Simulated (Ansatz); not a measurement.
SiC (P6_3mc) from a database structure, relaxed with r2SCAN: it is hexagonal, P6_3mc (No. 186); conventional cell a = 3.075 Å, c = 5.048 Å, 10.34 Å³ an atom. Si is surrounded by 4 C at 1.88–1.90 Å; C is surrounded by 4 Si at 1.88–1.90 Å. One-shot G0W0@PBE in Ansatz 0.2.0 on a 6×6×4 mesh (contour deformation, no spin-orbit coupling), from a PBE gap of 2.274 eV over the mesh points (the G0W0 gap is indirect on the mesh); the number N of bands summed and the screening cutoff rise together. (Simulation; spin polarisation is off.)

```tsv
N	cutoff (eV)	1000/N	G0W0 gap (eV)
131	120	7.634	2.988
314	220	3.185	3.174
```

Problem. Lay a straight line in 1000/N through these rows.

Solution. The slope is -0.0418 eV per unit of 1000/N and the intercept 3.307 eV.

Problem. Predict the gap at N = 570 (300 eV).

Solution. 3.307 + (-0.0418) × 1.754 = 3.234 eV; the run gives 3.230 eV, -0.004 eV from the line.

Problem. With that run's result added, what limit do the last two rows suggest?

Solution. Their slope is (3.230 − 3.174)/(1.754 − 3.185) = -0.0391, which meets 1/N = 0 at 3.30 eV, against 3.307 eV from the first line. The two lines nearly agree; the k mesh isn't extrapolated.
